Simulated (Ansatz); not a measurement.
This Ansatz 0.2.0 run on Bi needs a look.

input.yaml

```yaml
crystal:
  lattice:
    - [-1.9814305318, 1.9814305318, 1.9814305318]
    - [1.9814305318, -1.9814305318, 1.9814305318]
    - [1.9814305318, 1.9814305318, -1.9814305318]
  atoms:
    - { symbol: Bi, position: [0.0, 0.0, 0.0] }
hamiltonian:
  xc: r2scan0
  pseudopotentials: { kind: paw }
kpoints:
  mp_grid: { grid: [6, 6, 6] }
scf:
  occupations: { method: fermi_dirac, width: 0.05 }
  n_extra_bands: 6
  max_iter: many
output:
  forces: true
  stress: true
  eigenvalues: true
  dos: { projected: true, de: 0.05 }
```

Potentials or basis: Ansatz PAW.

Launch:

```bash
$ ansatz run input.yaml --threads 1 --pin off --max-ram 2560MiB --backend cpu --events-out ev --progress --plain --runs-dir out
```

Output:

```text
Error: YAML parse error: error: line 16 column 13: invalid u64
  --> <input>:16:13
   |
14 |   occupations: { method: fermi_dirac, width: 0.05 }
15 |   n_extra_bands: 6
16 |   max_iter: many
   |             ^ invalid u64
17 | output:
18 |   forces: true
   |
```

What happened, and what is wrong with the input?

The input was rejected before any iteration. The input holds a flaw that was put in on purpose: a value of the wrong type.
